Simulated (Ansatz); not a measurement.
A plane-wave DFT run in Ansatz 0.2.0 (scalar-relativistic PAW potentials unless the input names others): input and command.

```yaml
crystal:
  lattice:
    - [2.6238109295, 0.0, 0.0]
    - [-1.3119054648, 2.2722869197, 0.0]
    - [0.0, 0.0, 23.2413416465]
  atoms:
    - { symbol: V, position: [0.0, 0.0, -0.0004279397], spin: 2.0 }
    - { symbol: V, position: [0.3333333333, 0.6666666667, 0.0996509444] }
    - { symbol: V, position: [0.0, 0.0, 0.2] }
    - { symbol: V, position: [0.3333333333, 0.6666666667, 0.3003490556] }
    - { symbol: V, position: [0.0, 0.0, 0.4004279397] }
    - { symbol: V, position: [0.6666666667, 0.3333333333, 0.500328731] }
    - { symbol: V, position: [0.3333333333, 0.6666666667, 0.6001162599] }
    - { symbol: V, position: [0.0, 0.0, 0.7] }
    - { symbol: V, position: [0.3333333333, 0.6666666667, 0.7998837401] }
    - { symbol: V, position: [0.6666666667, 0.3333333333, 0.899671269] }
basis:
  ecutwfc: 420
kpoints:
  mp_grid: { grid: [30, 30, 4] }
hamiltonian:
  xc: pbe
scf:
  occupations: { method: gaussian, width: 0.1 }
  max_iter: 75
output:
  forces: true
  eigenvalues: true
  stress: true
```

```bash
ansatz run input.yaml --threads 2 --pin off --max-ram 4096MiB --backend cpu --events-out ev --progress --plain --runs-dir out
```

Question: What will the program do with this input?

Answer: The program refuses it, because of a moment without spin polarisation (crystal.atoms[0].spin: not typed → 2.0). Without that key it is accepted.

Abridged log:
```
Error: inconsistent input (magnetization.spin_polarized): false but per-atom `spin:`, `per_species`, `initial_magnetization`, `magnetic_field`, or `spin_locking` is set
```